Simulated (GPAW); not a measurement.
# TiO2 (P4_2/mnm) in GPAW: settings compared

The runs below take TiO2 through band structure, dielectric tensor, with revPBE, BLYP, PBE.

Program: GPAW 26.7.0. These are calculated values, not measurements. Logs are shortened: lines on timing, memory, paths and dates and some standing lists are left out, and cuts for length are marked. The log counts tension as positive stress, the text compression.

**Measured values to compare with.**

“Shallow Valence Band of Rutile GeO2 and P-type Doping”, 2020, arxiv:2011.08928 quotes, for a bulk crystal of TiO2 at 1.6 K: band gap 3.03 eV (direct).

How close the calculation comes is told below.

**1. The crystal as given**

The structure is tetragonal, space group P4_2/mnm (No. 136). The conventional cell has a = 4.600 Å, b = 4.600 Å, c = 2.959 Å, α = 90.00°, β = 90.00°, γ = 90.00°. Around Ti (site symmetry mmm) lie 6 O at 1.95 to 1.98 Å. O (site symmetry m2m) is surrounded by 3 Ti at 1.95 to 1.98 Å.

The cell is a database's computed one.

**2. Band structure, revPBE**

Contents of run.py:

```python
from ase.dft.bandgap import bandgap
from ase.io import read, write
from ase.units import Bohr, GPa
from gpaw import GPAW, PW
from gpaw.elf import elf_from_dft_calculation

atoms = read('POSCAR')

calc = GPAW(mode=PW(800),
            xc='revPBE',
            kpts={'size': (6, 6, 9), 'gamma': True},
            occupations={'name': 'fermi-dirac', 'width': 0.05},
            nbands=43,
            convergence={'density': 1e-05, 'energy': 1e-05},
            maxiter=150,
            txt='gpaw.txt')
atoms.calc = calc
energy = atoms.get_potential_energy()
forces = atoms.get_forces()
stress = atoms.get_stress()
calc.write('gs.gpw')
write('result.traj', atoms)
print(f'Energy: {energy:.6f} eV')
print('Forces (eV/A):')
print(forces.round(4))
print('Stress (GPa):', (stress / GPa).round(3))
print('Fermi level:', round(calc.get_fermi_level(), 4), 'eV')
print(f'Gap: {bandgap(calc)[0]:.4f} eV, direct: {bandgap(calc, direct=True)[0]:.4f} eV')

# fields on the real-space grid
write('density.cube', atoms, data=calc.get_pseudo_density() * Bohr**3)
write('potential.cube', atoms, data=calc.get_electrostatic_potential())
write('elf.cube', atoms, data=elf_from_dft_calculation(calc).data)

path = atoms.cell.bandpath('GXMGZRAZ,XR,MA', npoints=80, eps=1e-4)
bs_calc = calc.fixed_density(kpts=path, symmetry='off', nbands=61,
                             convergence={'bands': 'CBM+6.0', 'eigenstates': 1e-6}, txt='bands.txt')
bs = bs_calc.band_structure()
bs.write('bs.json')
print(f'Gap on the path: {bandgap(bs_calc)[0]:.4f} eV')
```

Contents of POSCAR:

```
TiO2
1.0
    4.5998373239      0.0000000000      0.0000000000
    0.0000000000      4.5998373239      0.0000000000
    0.0000000000      0.0000000000      2.9592135600
Ti O
2 4
Direct
    0.0000000000      0.0000000000      0.5000000000
    0.5000000000      0.5000000000      0.0000000000
    0.3043213200      0.3043213200      0.5000000000
    0.1956786800      0.8043213200      0.0000000000
    0.8043213200      0.1956786800      0.0000000000
    0.6956786800      0.6956786800      0.5000000000
```

Potentials or basis: the program's PAW data sets (release 1.2.1) made for this functional, pw.

Started as:

```
OMP_NUM_THREADS=1 python run.py
```

gpaw.txt:

```text
__  _  _
 | _ |_)|_||  |
 |__||  | ||/\| - 26.7.0

Input parameters:
  mode=PW(ecut=800.0),
  convergence={'density': 1e-05, 'energy': 1e-05},
  kpts=MonkhorstPack(size=(6, 6, 9), gamma=True),
  maxiter=150,
  nbands=43,
  occupations=Occupations(name='fermi-dirac', width=0.05),
  xc=XC(name='revPBE')

Diagonalizing LCAO Hamiltonian
Converting LCAO to pw mode
    .----------.
   /|          |
  / |          |
 *  |      O   |
 |  .O---------.
 Ti/  O Ti    /
 |/       O  /
 *----------*

Atoms  # Å, Bohr magnetons
|   | symbol |        x |        y |        z |    initial magnetic moments |
|---|--------|----------|----------|----------|-----------------------------|
| 0 |     Ti | 0.000000 | 0.000000 | 1.479607 | ( 0.0000,  0.0000,  0.0000) |
| 1 |     Ti | 2.299919 | 2.299919 | 0.000000 | ( 0.0000,  0.0000,  0.0000) |
| 2 |      O | 1.399829 | 1.399829 | 1.479607 | ( 0.0000,  0.0000,  0.0000) |
| 3 |      O | 0.900090 | 3.699747 | 0.000000 | ( 0.0000,  0.0000,  0.0000) |
| 4 |      O | 3.699747 | 0.900090 | 0.000000 | ( 0.0000,  0.0000,  0.0000) |
| 5 |      O | 3.200009 | 3.200009 | 1.479607 | ( 0.0000,  0.0000,  0.0000) |

Unit cell  # Å
| periodic |        x |        y |        z |  lengths |    angles |
|----------|----------|----------|----------|----------|-----------|
|      yes | 4.599837 | 0.000000 | 0.000000 | 4.599837 | 90.000000 |
|      yes | 0.000000 | 4.599837 | 0.000000 | 4.599837 | 90.000000 |
|      yes | 0.000000 | 0.000000 | 2.959214 | 2.959214 | 90.000000 |

Number of symmetries: 8
Symmetry operations  # r_c * U_cc + t_c -> r_c
|   | kind |            matrix            |
|---|------|------------------------------|
| 0 |  E   |  1, 0, 0,  0, 1, 0,  0, 0, 1 |
| 1 |  σ   |  1, 0, 0,  0, 1, 0,  0, 0,-1 |
| 2 |  σ   |  0, 1, 0,  1, 0, 0,  0, 0, 1 |
| 3 |  C2  |  0, 1, 0,  1, 0, 0,  0, 0,-1 |
| 4 |  σ   |  0,-1, 0, -1, 0, 0,  0, 0, 1 |
| 5 |  C2  |  0,-1, 0, -1, 0, 0,  0, 0,-1 |
| 6 |  C2  | -1, 0, 0,  0,-1, 0,  0, 0, 1 |
| 7 |  i   | -1, 0, 0,  0,-1, 0,  0, 0,-1 |

BZ-sampling:
  Number of BZ points: 324
  Number of IBZ points: 65

  Monkhorst-Pack size: [6, 6, 9]
  Monkhorst-Pack shift: [0.08333333333333333, 0.08333333333333333, 0.0]

K-points  # in reciprocal-cell coordinates
|     |                                coordinates |     weight |
|-----|--------------------------------------------|------------|
|   0 | (  0.00000000,   0.00000000,   0.00000000) | 0.00308642 |
|   1 | (  0.00000000,   0.00000000,   0.11111111) | 0.00617284 |
|   2 | (  0.00000000,   0.00000000,   0.22222222) | 0.00617284 |
|   3 | (  0.00000000,   0.00000000,   0.33333333) | 0.00617284 |
|   4 | (  0.00000000,   0.00000000,   0.44444444) | 0.00617284 |
|   5 | (  0.16666667,  -0.16666667,   0.00000000) | 0.00617284 |
|   6 | (  0.16666667,  -0.16666667,   0.11111111) | 0.01234568 |
|   7 | (  0.16666667,  -0.16666667,   0.22222222) | 0.01234568 |
|   8 | (  0.16666667,  -0.16666667,   0.33333333) | 0.01234568 |
|   9 | (  0.16666667,  -0.16666667,   0.44444444) | 0.01234568 |
| ... |                                            |            |
|  64 | (  0.50000000,   0.50000000,   0.44444444) | 0.00617284 |

Plane wave coefficients: 3249
Cutoff: 800.0 eV

Spin-components: 1 (collinear spins)
Bands:           43
Projectors:      32
Spin-degeneracy: 2
Datatype:        complex128

Parallelization:
  kpt:    1
  domain: 1
  band:   1

Density:
  Valence electrons: 48.0
  Components: 1
  Grid points: [32 32 20]
  Charge: 0.0  # |e|

Potential:
  Grid points: [32 32 20]

species:
  Ti:
    name:    Titanium
    Z:       22.0
    valence: 12
    core:    10
    charge:  0.0  # [|e|]
    compensation charges:
      type: gauss
      rc: 0.38  # [Å]
      lmax: 2
    cutoffs:
      filter: 2.23  # [Å]
      core: 1.02  # [Å]
    projectors
    | kind |    occ | energy [eV] | rcut [Å] |
    |------|--------|-------------|----------|
    |   3s |  2.000 |     -62.686 |    1.270 |
    |   4s |  2.000 |      -4.427 |    1.270 |
    |   3p |  6.000 |     -38.877 |    1.058 |
    |   4p |  0.000 |      -1.455 |    1.058 |
    |   3d |  2.000 |      -4.209 |    1.058 |
    |    d |        |      23.002 |    1.058 |

    Using partial waves for Ti as LCAO basis

  O:
    name:    Oxygen
    Z:       8.0
    valence: 6
    core:    2
    charge:  0.0  # [|e|]
    compensation charges:
      type: gauss
      rc: 0.21  # [Å]
      lmax: 2
    cutoffs:
      filter: 1.17  # [Å]
      core: 0.83  # [Å]
    projectors
    | kind |    occ | energy [eV] | rcut [Å] |
    |------|--------|-------------|----------|
    |   2s |  2.000 |     -23.998 |    0.688 |
    |   2p |  4.000 |      -8.969 |    0.598 |
    |    s |        |       3.214 |    0.688 |
    |    p |        |      18.243 |    0.598 |
    |    d |        |       0.000 |    0.619 |

    Using partial waves for O as LCAO basis

Reference energy: -54624.750365  # eV

eigensolver:
  PPCG
  Converge bands: occupied
  niter=2

density mixing:
  MSR1-Mixer
  Pratt-step length: 0.05
  Maximum mixing coefficient: 0.75
  Old densities: 10
  SVD Regularization: 0.005
  Good broyden scale: 1.0
  Trust region scale: 1.0
  Backstep threshold: 4.0
  History deletion threshold: 6.0
  Fourier metric: weight=20.0, sigma=0.015

occupation numbers:
  Fermi-Dirac:
    width: 0.0500  # eV

poisson solver:
  ecut: 6400.0  # eV

xc functional:
  name: revPBE with 2 nearest neighbor stencil

convergence criteria:
- Maximum integral of absolute [dens]ity change: 1e-05 electrons / valence electron
- Maximum [total energy] change in last 3 cyles: 1e-05 eV / valence electron
- Maximum integral of absolute [eigenst]ate change: 4e-08 eV^2 / valence electron
maximum number of iterations: 150

SCF iterations
|iter     | |      energy | eigst |  dens |
|---------|-|-------------|-------|-------|
|iter:   1| |  -59.200370 | +0.03 |       |
|iter:   2| |  -56.172139 | -1.81 | -0.78 |
|iter:   3| |  -50.627370 | -0.61 | -0.85 |
|iter:   4| |  -50.066840 | -1.76 | -1.28 |
|iter:   5| |  -50.043791 | -2.47 | -1.55 |
|iter:   6| |  -50.040050 | -3.40 | -1.95 |
|iter:   7| |  -50.040096 | -4.57 | -2.85 |
|iter:   8| |  -50.040191c| -5.46 | -3.32 |
|iter:   9| |  -50.040134c| -5.95 | -3.38 |
|iter:  10| |  -50.040138c| -6.97 | -4.01 |
|iter:  11| |  -50.040138c| -7.89c| -4.59 |
|iter:  12| |  -50.040138c| -7.72c| -4.82 |
|iter:  13| |  -50.040138c| -7.96c| -5.11c|

Converged in 13 steps
Energy contributions relative to reference atoms: (reference = -54624.750365)

Energy contributions:
  Kinetic:          62.192791
  Coulomb:         -71.547610
  Zero:              1.340490
  External:          0.000000
  Xc:              -42.025809
  Entropy:          -0.000000
  Spinorbit:         0.000000
  ----------------------------
  Free energy:     -50.040138
  Extrapolated:    -50.040138

dipole moment: (-14.827276, -14.827276, -26.145093)  # |e|*Ang

Fermi level: 6.615
Eigenvalues  # (at kpt = [0.000, 0.000, 0.000])
| band index |      eig [eV] | occ [0-2] |
|------------|---------------|-----------|
|          0 |       -51.277 |     2.000 |
|        ... |               |           |
|         16 |         1.924 |     2.000 |
|         17 |         3.179 |     2.000 |
|         18 |         3.179 |     2.000 |
|         19 |         3.741 |     2.000 |
|         20 |         5.012 |     2.000 |
|         21 |         5.266 |     2.000 |
[... 8 lines left out ...]
|         30 |        10.292 |     0.000 |
|         31 |        12.301 |     0.000 |
|        ... |               |           |
|         42 |        25.295 |     0.000 |

Gap: 1.899 eV
Transition (v -> c):
  (s=0, k=0, n=23, [0.00, 0.00, 0.00]) -> (s=0, k=0, n=24, [0.00, 0.00, 0.00])
No difference between direct/indirect transitions

Forces  # eV/Ang
|        x |        y |       z |
|----------|----------|---------|
|  0.00000 |  0.00000 | 0.00000 |  # Ti   0
| -0.00000 |  0.00000 | 0.00000 |  # Ti   1
| -0.04032 | -0.04032 | 0.00000 |  # O    2
|  0.04022 | -0.04022 | 0.00000 |  # O    3
| -0.04022 |  0.04022 | 0.00000 |  # O    4
|  0.04032 |  0.04032 | 0.00000 |  # O    5

Stress tensor  # eV/Ang^3
|         x |         y |         z |
|-----------|-----------|-----------|
| -0.057158 |  0.000000 |  0.000000 |
|  0.000000 | -0.057158 |  0.000000 |
|  0.000000 |  0.000000 | -0.058316 |

# Writing to gs.gpw (mode='')
```

Run time: 2.3 min. Hardware: 1 thread of Intel Xeon 6975P-C (Granite Rapids), shared host; peak memory 0.74 GiB.

What came out:

* Free energy: -50.0401 eV
* Pressure: 9.2 GPa
* Largest force: 0.057 eV/Å
* Band gap on the k mesh: 1.90 eV, direct
* Band gap along the path: 1.90 eV, direct

Forces on the atoms (eV/Å):
```
Ti   0.000  0.000  0.000
Ti   0.000  0.000  0.000
O   -0.040 -0.040  0.000
O    0.040 -0.040  0.000
O   -0.040  0.040  0.000
O    0.040  0.040  0.000
```

Levels at the corners of the path, in eV from the valence-band top:
```tsv
point	band 20	band 21	band 22	band 23	band 24	band 25	band 26	band 27	band 28	band 29
Γ	-1.98	-0.71	-0.45	-0.45	0.00	1.90	2.20	2.43	2.52	2.52
X	-3.04	-1.64	-1.64	-0.74	-0.74	2.56	2.56	3.04	3.04	3.58
M	-2.16	-1.31	-1.31	-1.07	-1.07	1.93	1.93	2.54	2.54	3.84
Γ	-1.98	-0.71	-0.45	-0.45	0.00	1.90	2.20	2.43	2.52	2.52
Z	-2.75	-2.33	-2.33	-1.42	-1.42	2.99	2.99	3.20	3.20	3.67
R	-2.36	-2.02	-2.02	-1.03	-1.03	1.95	1.95	3.22	3.22	3.91
A	-2.72	-1.28	-1.28	-0.67	-0.67	2.63	2.63	3.23	3.23	3.24
Z	-2.75	-2.33	-2.33	-1.42	-1.42	2.99	2.99	3.20	3.20	3.67
X	-3.04	-1.64	-1.64	-0.74	-0.74	2.56	2.56	3.04	3.04	3.58
R	-2.36	-2.02	-2.02	-1.03	-1.03	1.95	1.95	3.22	3.22	3.91
M	-2.16	-1.31	-1.31	-1.07	-1.07	1.93	1.93	2.54	2.54	3.84
A	-2.72	-1.28	-1.28	-0.67	-0.67	2.63	2.63	3.23	3.23	3.24
```

**3. Band structure, BLYP**

run.py: that of step 2 with these lines changed.

```diff
@@ -1,11 +1,24 @@
+from ase import Atoms
 from ase.dft.bandgap import bandgap
-from ase.io import read, write
+from ase.io import write
 from ase.units import Bohr, GPa
-from gpaw import GPAW, PW
+from gpaw import GPAW, PW, setup_paths
 from gpaw.elf import elf_from_dft_calculation
 
-atoms = read('POSCAR')
+setup_paths.insert(0, '.')
+
+atoms = Atoms(['Ti', 'Ti', 'O', 'O', 'O', 'O'],
+              cell=[[4.5998373239, 0.0, 0.0],
+                    [0.0, 4.5998373239, 0.0],
+                    [0.0, 0.0, 2.95921356]],
+              scaled_positions=[[0.0, 0.0, 0.5],
+                                [0.5, 0.5, 0.0],
+                                [0.30432132, 0.30432132, 0.5],
+                                [0.19567868, 0.80432132, 0.0],
+                                [0.80432132, 0.19567868, 0.0],
+                                [0.69567868, 0.69567868, 0.5]],
+              pbc=True)
 
 calc = GPAW(mode=PW(800),
-            xc='revPBE',
+            xc='BLYP',
             kpts={'size': (6, 6, 9), 'gamma': True},
@@ -14,2 +27,3 @@
             convergence={'density': 1e-05, 'energy': 1e-05},
+            eigensolver='davidson',
             maxiter=150,
@@ -34,3 +48,3 @@
 
-path = atoms.cell.bandpath('GXMGZRAZ,XR,MA', npoints=80, eps=1e-4)
+path = atoms.cell.bandpath('GXMGZRAZ,XR,MA', npoints=100, eps=1e-4)
 bs_calc = calc.fixed_density(kpts=path, symmetry='off', nbands=61,
```

Potentials or basis: PAW data sets generated in the run's folder for this functional, pw.

Started as:

```
gpaw-setup -f BLYP O Ti
OMP_NUM_THREADS=1 python run.py
```

Run time: 2.4 min. Hardware: 1 thread of Intel Xeon 6975P-C (Granite Rapids), shared host; peak memory 0.81 GiB.

The run converged. Its results:

- Free energy: -49.9893 eV
- Pressure: 10.6 GPa
- Largest force: 0.083 eV/Å
- Band gap on the k mesh: 1.88 eV, direct
- Band gap along the path: 1.88 eV, direct

Forces in eV/Å, atoms in the order of the input:
```
Ti   0.000  0.000  0.000
Ti   0.000  0.000  0.000
O   -0.059 -0.059  0.000
O    0.059 -0.059  0.000
O   -0.059  0.059  0.000
O    0.059  0.059  0.000
```

Stress tensor (GPa, compression positive):
```
10.36  0.00  0.00
 0.00 10.36  0.00
 0.00  0.00 11.00
```

Levels at the corners of the path, in eV from the valence-band top:
```tsv
point	band 20	band 21	band 22	band 23	band 24	band 25	band 26	band 27	band 28	band 29
Γ	-1.97	-0.71	-0.46	-0.46	0.00	1.88	2.17	2.39	2.49	2.49
X	-3.03	-1.63	-1.63	-0.73	-0.73	2.53	2.53	3.01	3.01	3.54
M	-2.16	-1.30	-1.30	-1.07	-1.07	1.91	1.91	2.51	2.51	3.80
Γ	-1.97	-0.71	-0.46	-0.46	0.00	1.88	2.17	2.39	2.49	2.49
Z	-2.75	-2.33	-2.33	-1.41	-1.41	2.95	2.95	3.17	3.17	3.65
R	-2.34	-2.01	-2.01	-1.03	-1.03	1.93	1.93	3.19	3.19	3.88
A	-2.72	-1.28	-1.28	-0.67	-0.67	2.59	2.59	3.21	3.21	3.21
Z	-2.75	-2.33	-2.33	-1.41	-1.41	2.95	2.95	3.17	3.17	3.65
X	-3.03	-1.63	-1.63	-0.73	-0.73	2.53	2.53	3.01	3.01	3.54
R	-2.34	-2.01	-2.01	-1.03	-1.03	1.93	1.93	3.19	3.19	3.88
M	-2.16	-1.30	-1.30	-1.07	-1.07	1.91	1.91	2.51	2.51	3.80
A	-2.72	-1.28	-1.28	-0.67	-0.67	2.59	2.59	3.21	3.21	3.21
```

(Part 1 of 2 ends here.)
